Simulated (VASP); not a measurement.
# CaF2 (Fm-3m) in VASP: a series of runs

One crystal, CaF2, is run at these levels: PBEsol, RPBE; tasks: single point, relaxation of cell and atoms.

Everything below comes from runs of VASP 6.6.1. Logs are shortened: lines on timing, memory, paths and dates and some standing lists are left out, and cuts for length are marked.

### Step 1. The structure

The structure is cubic, space group Fm-3m (No. 225). The conventional cell has a = 5.463 Å, b = 5.463 Å, c = 5.463 Å, α = 90.00°, β = 90.00°, γ = 90.00°. Ca (site symmetry m-3m) has 8 F at 2.37 Å as nearest neighbours. F (site symmetry -43m) is surrounded by 4 Ca at 2.37 Å.

### Step 2. Single point, PBEsol

INCAR

```
SYSTEM = CaF2
ALGO = Normal
EDIFF = 1E-6
ENCUT = 520
GGA = PS
ISIF = 2
ISMEAR = 0
LASPH = .True.
LCHARG = .False.
LREAL = .False.
LWAVE = .False.
NELM = 60
PREC = Accurate
SIGMA = 0.02
```

KPOINTS

```
k-points
0
Gamma
  8 8 8
  0 0 0
```

POSCAR

```
CaF2
1.0
    0.0000000000      2.7316045000      2.7316045000
    2.7316045000      0.0000000000      2.7316045000
    2.7316045000      2.7316045000      0.0000000000
Ca F
1 2
Direct
    0.0000000000      0.0000000000      0.0000000000
    0.2500000000      0.2500000000      0.2500000000
    0.7500000000      0.7500000000      0.7500000000
```

Potentials or basis: VASP PAW PBE potentials, release 64 (Ca_sv, F).

Started as:

```sh
> cat potpaw_PBE.64/Ca_sv/POTCAR potpaw_PBE.64/F/POTCAR > POTCAR
> mpirun -np 1 vasp_std > vasp.out
```

OUTCAR:

```text
SYSTEM = CaF2
   EDIFF = 1E-6
   ENCUT = 520
   GGA = PS
   ISIF = 2
   ISMEAR = 0
   LASPH = .True.
   LREAL = .False.
   NELM = 60
   PREC = Accurate

 ion  position               nearest neighbor table
   1  0.000  0.000  0.000-   2 2.37   3 2.37   3 2.37   3 2.37   3 2.37   2 2.37   2 2.37   2 2.37

   2  0.250  0.250  0.250-   1 2.37   1 2.37   1 2.37   1 2.37
   3  0.750  0.750  0.750-   1 2.37   1 2.37   1 2.37   1 2.37

  LATTYP: Found a face centered cubic cell.
 ALAT       =     5.4632090000

  Lattice vectors:

 A1 = (   0.0000000000,   2.7316045000,   2.7316045000)
 A2 = (   2.7316045000,   0.0000000000,   2.7316045000)
 A3 = (   2.7316045000,   2.7316045000,   0.0000000000)

Analysis of symmetry for initial positions (statically):
=====================================================================
 Subroutine PRICEL returns:
 Original cell was already a primitive cell.

 Routine SETGRP: Setting up the symmetry group for a
 face centered cubic supercell.

 Subroutine GETGRP returns: Found 48 space group operations
 (whereof 48 operations were pure point group operations)
 out of a pool of 48 trial point group operations.

The static configuration has the point symmetry O_h .

Analysis of symmetry for dynamics (positions and initial velocities):
=====================================================================
 Subroutine PRICEL returns:
 Original cell was already a primitive cell.

 Routine SETGRP: Setting up the symmetry group for a
 face centered cubic supercell.

 Subroutine GETGRP returns: Found 48 space group operations
 (whereof 48 operations were pure point group operations)
 out of a pool of 48 trial point group operations.

The dynamic configuration has the point symmetry O_h .

 Subroutine INISYM returns: Found 48 space group operations
 (whereof 48 operations are pure point group operations),
 and found     1 'primitive' translations

----------------------------------------------------------------------------------------

                                     Primitive cell

  volume of cell :      40.7646

  direct lattice vectors                    reciprocal lattice vectors
     0.000000000  2.731604500  2.731604500    -0.183042604  0.183042604  0.183042604
     2.731604500  0.000000000  2.731604500     0.183042604 -0.183042604  0.183042604
     2.731604500  2.731604500  0.000000000     0.183042604  0.183042604 -0.183042604

  length of vectors
     3.863072131  3.863072131  3.863072131     0.317039090  0.317039090  0.317039090

  position of ions in fractional coordinates (direct lattice)
     0.000000000  0.000000000  0.000000000
     0.250000000  0.250000000  0.250000000
     0.750000000  0.750000000  0.750000000

  ion indices of the primitive-cell ions
   primitive index   ion index
                 1           1
                 2           2
                 3           3

----------------------------------------------------------------------------------------

 KPOINTS: k-points

Automatic generation of k-mesh.
 Grid dimensions read from file:
 generate k-points for:    8    8    8

 Generating k-lattice:

  Cartesian coordinates                     Fractional coordinates (reciprocal lattice)
    -0.022880325  0.022880325  0.022880325     0.125000000  0.000000000  0.000000000
     0.022880325 -0.022880325  0.022880325     0.000000000  0.125000000  0.000000000
     0.022880325  0.022880325 -0.022880325     0.000000000  0.000000000  0.125000000

  Length of vectors
     0.039629886  0.039629886  0.039629886

  Shift w.r.t. Gamma in fractional coordinates (k-lattice)
     0.000000000  0.000000000  0.000000000

 Subroutine IBZKPT returns following result:
 ===========================================

 Found     29 irreducible k-points:

 Following reciprocal coordinates:
            Coordinates               Weight
  0.000000  0.000000  0.000000      1.000000
  0.125000  0.000000  0.000000      8.000000
  0.250000  0.000000  0.000000      8.000000
  0.375000  0.000000  0.000000      8.000000
  0.500000  0.000000  0.000000      4.000000
  0.125000  0.125000  0.000000      6.000000
[... 16 lines left out ...]
  0.500000  0.250000  0.125000     48.000000
 -0.375000  0.250000  0.125000     24.000000
 [... further k-points ...]
   k-points           NKPTS =     29   k-points in BZ     NKDIM =     29   number of bands    NBANDS=     16
   number of dos      NEDOS =    301   number of ions     NIONS =      3
   total plane-waves  NPLWV =  27000
   dimension x,y,z NGX =    30 NGY =   30 NGZ =   30
   dimension x,y,z NGXF=    60 NGYF=   60 NGZF=   60
   ions per type =               1   2
   NGX,Y,Z   is equivalent  to a cutoff of  12.91, 12.91, 12.91 a.u.
   NGXF,Y,Z  is equivalent  to a cutoff of  25.82, 25.82, 25.82 a.u.
 SYSTEM =  CaF2
   PREC   = accura    normal or accurate (medium, high low for compatibility)
   ISTART =      0    job   : 0-new  1-cont  2-samecut
   ICHARG =      2    charge: 1-file 2-atom 10-const
[... 121 lines left out ...]
     16       9.4469      0.00000

 k-point     6 :       0.1250    0.1250    0.0000
  band No.  band energies     occupation
      1     -36.8946      2.00000
      2     -20.9647      2.00000
      3     -20.1654      2.00000
      4     -17.9416      2.00000
      5     -17.9416      2.00000
      6     -17.8204      2.00000
[... 8 lines left out ...]
     15       8.1549      0.00000
     16       9.9334      0.00000

 k-point     7 :       0.2500    0.1250    0.0000
  band No.  band energies     occupation
      1     -36.8848      2.00000
      2     -21.0272      2.00000
      3     -20.2597      2.00000
      4     -17.9593      2.00000
      5     -17.9369      2.00000
      6     -17.6937      2.00000
[... 8 lines left out ...]
     15       8.2784      0.00000
     16       9.6478      0.00000

 k-point     8 :       0.3750    0.1250    0.0000
  band No.  band energies     occupation
      1     -36.8724      2.00000
      2     -21.0522      2.00000
      3     -20.4407      2.00000
      4     -17.9745      2.00000
      5     -17.9101      2.00000
      6     -17.5470      2.00000
[... 8 lines left out ...]
     15       8.4194      0.00000
     16       9.4287      0.00000

 k-point     9 :       0.5000    0.1250    0.0000
  band No.  band energies     occupation
      1     -36.8649      2.00000
      2     -21.0183      2.00000
      3     -20.6053      2.00000
      4     -17.9786      2.00000
      5     -17.8917      2.00000
      6     -17.4575      2.00000
[... 8 lines left out ...]
     15       8.6451      0.00000
     16       9.3863      0.00000
[... 172 lines left out ...]
 k-point    19 :       0.5000    0.3750    0.0000
  band No.  band energies     occupation
      1     -36.8568      2.00000
      2     -21.1884      2.00000
      3     -20.4945      2.00000
      4     -18.0246      2.00000
      5     -17.9606      2.00000
      6     -17.3096      2.00000
[... 8 lines left out ...]
     15       8.8629      0.00000
     16       9.5216      0.00000

 k-point    20 :      -0.3750    0.3750    0.0000
  band No.  band energies     occupation
      1     -36.8560      2.00000
      2     -21.0577      2.00000
      3     -20.6908      2.00000
      4     -18.0130      2.00000
      5     -17.8063      2.00000
      6     -17.4128      2.00000
[... 8 lines left out ...]
     15       8.6995      0.00000
     16       9.2141      0.00000

 k-point    21 :       0.5000    0.5000    0.0000
  band No.  band energies     occupation
      1     -36.8551      2.00000
      2     -21.2458      2.00000
      3     -20.4282      2.00000
      4     -18.0340      2.00000
      5     -18.0340      2.00000
      6     -17.2414      2.00000
[... 8 lines left out ...]
     15       8.9829      0.00000
     16       9.7684      0.00000

 k-point    22 :       0.3750    0.2500    0.1250
  band No.  band energies     occupation
      1     -36.8749      2.00000
      2     -21.0644      2.00000
      3     -20.3830      2.00000
      4     -17.9701      2.00000
      5     -17.9051      2.00000
      6     -17.5929      2.00000
[... 8 lines left out ...]
     15       8.5090      0.00000
     16       9.3344      0.00000

 k-point    23 :       0.5000    0.2500    0.1250
  band No.  band energies     occupation
      1     -36.8649      2.00000
      2     -21.0328      2.00000
      3     -20.5903      2.00000
      4     -17.9874      2.00000
      5     -17.8124      2.00000
      6     -17.5280      2.00000
[... 8 lines left out ...]
     15       8.7902      0.00000
     16       9.1633      0.00000

 k-point    24 :      -0.3750    0.2500    0.1250
  band No.  band energies     occupation
      1     -36.8608      2.00000
      2     -20.9655      2.00000
      3     -20.7329      2.00000
      4     -17.9951      2.00000
      5     -17.7651      2.00000
      6     -17.5064      2.00000
[... 8 lines left out ...]
     15       8.7200      0.00000
     16       9.1780      0.00000

 [... further k-points ...]

------------------------ aborting loop because EDIFF is reached ----------------------------------------

  FORCE on cell =-STRESS in cart. coord.  units (eV):
  Direction    XX          YY          ZZ          XY          YZ          ZX
  --------------------------------------------------------------------------------------
  -------------------------------------------------------------------------------------
  Total       -0.4227828     -0.4227828     -0.4227828      0.0000000      0.0000000      0.0000000
  in kB      -16.6166888    -16.6166888    -16.6166888      0.0000000      0.0000000      0.0000000
  external PRESSURE =     -16.6166888 kB  Pullay stress =       0.0000000 kB

 VOLUME and BASIS-vectors are now :
 -----------------------------------------------------------------------------
  energy-cutoff  :      520.00
  volume of cell :       40.76
      direct lattice vectors                 reciprocal lattice vectors
     0.000000000  2.731604500  2.731604500    -0.183042604  0.183042604  0.183042604
     2.731604500  0.000000000  2.731604500     0.183042604 -0.183042604  0.183042604
     2.731604500  2.731604500  0.000000000     0.183042604  0.183042604 -0.183042604

 POSITION                                       TOTAL-FORCE (eV/Angst)
 -----------------------------------------------------------------------------------
      0.00000      0.00000      0.00000        -0.000000     -0.000000      0.000000
      1.36580      1.36580      1.36580        -0.000000     -0.000000     -0.000000
      4.09741      4.09741      4.09741         0.000000      0.000000      0.000000
 -----------------------------------------------------------------------------------
    total drift:                                0.000000     -0.000000      0.000000

  FREE ENERGIE OF THE ION-ELECTRON SYSTEM (eV)
  ---------------------------------------------------
  free  energy   TOTEN  =       -17.8979405048 eV

  energy  without entropy=      -17.8979405048  energy(sigma->0) =      -17.89794050
```

It took 11 s on 1 thread of AMD EPYC 9R45 (Zen 5), shared host; peak memory 0.14 GiB.

What came out:

* Free energy: -17.8979 eV
* Pressure: -1.7 GPa
* Band gap on the k mesh: 7.09 eV, indirect (least direct gap 7.35 eV)

Levels at points of the mesh, in eV from the valence-band top:
| k point | band 10 | band 11 | band 12 | band 13 | band 14 | band 15 |
| --- | --- | --- | --- | --- | --- | --- |
| (0.00, 0.00, 0.00) | -0.26 | -0.26 | -0.26 | 7.09 | 9.12 | 9.12 |
| (0.50, 0.00, 0.00) | -1.26 | -0.85 | -0.85 | 9.34 | 9.34 | 9.70 |
| (0.50, 0.50, 0.00) | -0.37 | -0.37 | 0.00 | 8.02 | 9.47 | 10.07 |

Caveat: the PAW data sets were made with another functional, which shifts forces and pressure a little. A k mesh can miss the band edges.

### Step 3. Relaxation of cell and atoms, PBEsol

INCAR

```
SYSTEM = CaF2
PREC = Accurate
ENCUT = 580
EDIFF = 1E-7
ISMEAR = 0
SIGMA = 0.02
LREAL = .False.
LASPH = .True.
NELM = 60
ALGO = Normal
ISIF = 3
LWAVE = .False.
LCHARG = .False.
GGA = PS
IBRION = 2
NSW = 90
EDIFFG = -0.005
```

KPOINTS

```
Automatic mesh
0
Gamma
  8 8 8
  0 0 0
```

POSCAR is that of step 2.

Potentials or basis: VASP PAW PBE potentials, release 64 (Ca_pv, F).

Started as:

```sh
> cat potpaw_PBE.64/Ca_pv/POTCAR potpaw_PBE.64/F/POTCAR > POTCAR
> mpirun -np 1 vasp_std > vasp.out
```

Wall time 18 s (1 thread of AMD EPYC 9R45 (Zen 5), shared host); peak memory 0.15 GiB.

Results (log left out):

| Property | Result |
| --- | --- |
| Free energy | -17.9415 eV |
| Relaxed volume | 13.21 Å³/atom |
| Relaxed cell | a = 3.827 Å, b = 3.827 Å, c = 3.827 Å, α = 60.00°, β = 60.00°, γ = 60.00° |
| Space group after relaxing (to 0.05 Å) | Fm-3m (No. 225) |
| Energy gained by relaxing | 2.8 meV/atom |
| Ionic steps | 2 |
| Pressure after relaxing | 0.0 GPa |
| Band gap on the k mesh | 7.24 eV, indirect (least direct gap 7.51 eV) |

Step by step:
```tsv
step	energy change (eV)	largest force (eV/Å)	pressure (GPa)	volume (Å³)
1	0.0000	0.0000	-2.29	40.76
2	-0.0083	0.0000	-0.01	39.63
```

Final structure:
```yaml
crystal:
  lattice:
    - [0.00000, 2.70600, 2.70600]
    - [2.70600, 0.00000, 2.70600]
    - [2.70600, 2.70600, 0.00000]
  atoms:
    - { symbol: Ca, position: [0.00000, 0.00000, 0.00000] }
    - { symbol: F, position: [0.25000, 0.25000, 0.25000] }
    - { symbol: F, position: [0.75000, 0.75000, 0.75000] }
```

Levels at points of the mesh, in eV from the valence-band top:
| k point | band 9 | band 10 | band 11 | band 12 | band 13 | band 14 |
| --- | --- | --- | --- | --- | --- | --- |
| (0.00, 0.00, 0.00) | -0.27 | -0.27 | -0.27 | 7.24 | 9.23 | 9.23 |
| (0.50, 0.00, 0.00) | -1.30 | -0.87 | -0.87 | 9.47 | 9.47 | 9.89 |
| (0.50, 0.50, 0.00) | -0.39 | -0.39 | 0.00 | 8.09 | 9.64 | 10.23 |

Caveat: the PAW data sets were made with another functional, which shifts forces and pressure a little.

### Step 4. Relaxation of cell and atoms, PBEsol

INCAR, as its differences from that of step 3:

```diff
@@ -2,3 +2,3 @@
 PREC = Accurate
-ENCUT = 580
+ENCUT = 480
 EDIFF = 1E-7
```

KPOINTS is that of step 3.

POSCAR is that of step 3.

Potentials or basis: VASP PAW PBE potentials, release 64 (Ca_sv, F_s).

Started as:

```sh
> cat potpaw_PBE.64/Ca_sv/POTCAR potpaw_PBE.64/F_s/POTCAR > POTCAR
> mpirun -np 1 vasp_std > vasp.out
```

It took 17 s on 1 thread of AMD EPYC 9R45 (Zen 5), shared host; peak memory 0.14 GiB.

The run converged. Its results:

* Free energy: -17.8964 eV
* Relaxed volume: 13.30 Å³/atom
* Relaxed cell: a = 3.836 Å, b = 3.836 Å, c = 3.836 Å, α = 60.00°, β = 60.00°, γ = 60.00°
* Space group after relaxing (to 0.05 Å): Fm-3m (No. 225)
* Energy gained by relaxing: 1.5 meV/atom
* Ionic steps: 2
* Pressure after relaxing: 0.1 GPa
* Band gap on the k mesh: 7.20 eV, indirect (least direct gap 7.47 eV)

The path:
```csv
step,energy change (eV),largest force (eV/Å),pressure (GPa),volume (Å³)
1,0.0000,0.0000,-1.71,40.76
2,-0.0045,0.0000,0.06,39.91
```

Final structure:
```cif
data_structure
_symmetry_space_group_name_H-M 'P 1'
_symmetry_Int_Tables_number 1
_cell_length_a 3.8360
_cell_length_b 3.8360
_cell_length_c 3.8360
_cell_angle_alpha 60.000
_cell_angle_beta 60.000
_cell_angle_gamma 60.000
_cell_volume 39.91
loop_
_atom_site_label
_atom_site_type_symbol
_atom_site_fract_x
_atom_site_fract_y
_atom_site_fract_z
_atom_site_occupancy
Ca1 Ca 0.00000 0.00000 0.00000 1
F1 F 0.25000 0.25000 0.25000 1
F2 F 0.75000 0.75000 0.75000 1
```

Levels at points of the mesh, in eV from the valence-band top:
| k point | band 8 | band 9 | band 10 | band 11 | band 12 | band 13 | band 14 | band 15 | band 16 |
| --- | --- | --- | --- | --- | --- | --- | --- | --- | --- |
| (0.00, 0.00, 0.00) | -2.21 | -2.21 | -0.26 | -0.26 | -0.26 | 7.20 | 9.20 | 9.20 | 11.38 |
| (0.50, 0.00, 0.00) | -1.59 | -1.34 | -1.29 | -0.86 | -0.86 | 9.43 | 9.43 | 9.83 | 10.64 |
| (0.50, 0.50, 0.00) | -1.70 | -1.70 | -0.38 | -0.38 | 0.00 | 8.07 | 9.59 | 10.18 | 11.00 |

Caveat: the PAW data sets were made with another functional, which shifts forces and pressure a little. A hybrid or GW would open this gap; PBEsol tends to underestimate it.

### Step 5. Relaxation of cell and atoms, RPBE

INCAR, as its differences from that of step 4:

```diff
@@ -2,3 +2,3 @@
 PREC = Accurate
-ENCUT = 480
+ENCUT = 600
 EDIFF = 1E-7
@@ -13,3 +13,3 @@
 LCHARG = .False.
-GGA = PS
+GGA = RP
 IBRION = 2
```

KPOINTS is that of step 4.

POSCAR is that of step 4.

Potentials or basis: VASP PAW PBE potentials, release 64 (Ca_sv, F).

Started as:

```sh
> cat potpaw_PBE.64/Ca_sv/POTCAR potpaw_PBE.64/F/POTCAR > POTCAR
> mpirun -np 1 vasp_std > vasp.out
```

Wall time 30 s (1 thread of AMD EPYC 9R45 (Zen 5), shared host); peak memory 0.17 GiB.

Results (log left out):

| Property | Result |
| --- | --- |
| Free energy | -16.5357 eV |
| Relaxed volume | 14.74 Å³/atom |
| Relaxed cell | a = 3.970 Å, b = 3.970 Å, c = 3.970 Å, α = 60.00°, β = 60.00°, γ = 60.00° |
| Space group after relaxing (to 0.05 Å) | Fm-3m (No. 225) |
| Energy gained by relaxing | 21.6 meV/atom |
| Ionic steps | 3 |
| Pressure after relaxing | 0.0 GPa |
| Band gap on the k mesh | 7.13 eV, indirect (least direct gap 7.37 eV) |

The path:
| step | energy change (eV) | largest force (eV/Å) | pressure (GPa) | volume (Å³) |
| --- | --- | --- | --- | --- |
| 1 | 0.0000 | 0.0000 | 6.46 | 40.76 |
| 2 | -0.0646 | 0.0000 | 0.21 | 44.08 |
| 3 | -0.0647 | 0.0000 | -0.01 | 44.23 |

Final structure:
```xyz
3
Lattice="0.0000 2.8069 2.8069 2.8069 0.0000 2.8069 2.8069 2.8069 0.0000" Properties=species:S:1:pos:R:3 pbc="T T T"
Ca    0.0000    0.0000    0.0000
F     1.4034    1.4034    1.4034
F     4.2103    4.2103    4.2103
```

Levels at points of the mesh, in eV from the valence-band top:
```
           k point  band 8  band 9  band 10  band 11  band 12  band 13  band 14  band 15  band 16
(0.00, 0.00, 0.00)   -1.84   -1.84    -0.24    -0.24    -0.24     7.13     8.90     8.90    10.59
(0.50, 0.00, 0.00)   -1.30   -1.17    -1.11    -0.77    -0.77     9.08     9.08     9.28    10.38
(0.50, 0.50, 0.00)   -1.50   -1.50    -0.31    -0.31     0.00     8.04     9.09     9.66    10.31
```

Caveat: the PAW data sets were made with another functional, which shifts forces and pressure a little. RPBE and its kin give volumes clearly too large for solids.

### Step 6. Summary

| task | level | potentials or basis | cell | cutoff (eV) | gap on the mesh (eV) | pressure (GPa) | relaxed volume (Å³/atom) |
| --- | --- | --- | --- | --- | --- | --- | --- |
| single point | PBEsol | VASP PAW PBE potentials, release 64 (Ca_sv, F) | as given | 520 | 7.09 | -1.7 | - |
| relaxation of cell and atoms | PBEsol | VASP PAW PBE potentials, release 64 (Ca_pv, F) | relaxed | 580 | 7.24 | 0.0 | 13.21 |
| relaxation of cell and atoms | PBEsol | VASP PAW PBE potentials, release 64 (Ca_sv, F_s) | relaxed | 480 | 7.20 | 0.1 | 13.30 |
| relaxation of cell and atoms | RPBE | VASP PAW PBE potentials, release 64 (Ca_sv, F) | relaxed | 600 | 7.13 | 0.0 | 14.74 |

Alike in all rows: no spin polarisation; k mesh 8 × 8 × 8; smearing gaussian 0.02 eV.

Caveats: the PAW data sets were made with another functional, which shifts forces and pressure a little.

Total energies depend on the potentials used, so only differences within one code and one set of settings carry meaning.
